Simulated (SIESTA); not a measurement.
Runs of SIESTA 5.4.2 on BaTiO3. Symmetry: Pm-3m, No. 221, cubic system. The conventional cell has a = 4.006 Å, b = 4.006 Å, c = 4.006 Å, α = 90.00°, β = 90.00°, γ = 90.00°. Around Ba (site symmetry m-3m) lie 12 O at 2.83 Å. Around Ti (site symmetry m-3m) lie 6 O at 2.00 Å. Around O (site symmetry 4/mmm) lie 2 Ti at 2.00 Å. 

| task | potentials or basis | cell | gap on the mesh (eV) | pressure (GPa) |
| --- | --- | --- | --- | --- |
| single point | PseudoDojo 0.4 standard (PBE files), SZP (energy shift 0.003 Ry; d shell added on Ba) | as given | (b) | 5.4 |
| single point | PseudoDojo 0.4 standard (PBE files), DZDP (energy shift 0.003 Ry; two zetas on semicore shells; d shell added on Ba) | as given | (a) | 3.8 |
| single point | PseudoDojo 0.4 standard (PBE files), DZP (energy shift 0.003 Ry; two zetas on semicore shells; d shell added on Ba) | atoms moved at random, drawn with an rms of 0.05 Å | 1.75 | 3.8 |
| single point | PseudoDojo 0.4 standard (PBE files), DZP (energy shift 0.003 Ry; two zetas on semicore shells; d shell added on Ba) | as given | 1.74 | 3.8 |
| single point | PseudoDojo 0.4 standard (PBE files), TZDP (energy shift 0.003 Ry; two zetas on semicore shells; d shell added on Ba) | as given | 1.80 | 3.7 |
| single point | PseudoDojo 0.4 standard (PBE files), TZP (energy shift 0.003 Ry; two zetas on semicore shells; d shell added on Ba) | as given | 1.76 | 3.7 |

Alike in all rows: level PBE; no spin polarisation; k mesh 7 × 7 × 7; smearing fermi-dirac 0.05 eV; grid cutoff 800 Ry; energy shift 0.003 Ry.

Problem. Estimate the missing entries.

Solution. (a) 1.79; (b) 1.46.

Caveats: this set's barium file shifts pressures by up to 1 GPa against other sets; spin-orbit coupling is left out, which moves the levels of the heavy elements; an odd mesh through Γ misses points on the zone boundary, where band edges often lie; the basis of atomic orbitals isn't converged, which shifts pressures, moduli and gaps.

A k mesh can miss the band edges, and the runs leave out spin-orbit coupling on Ba.
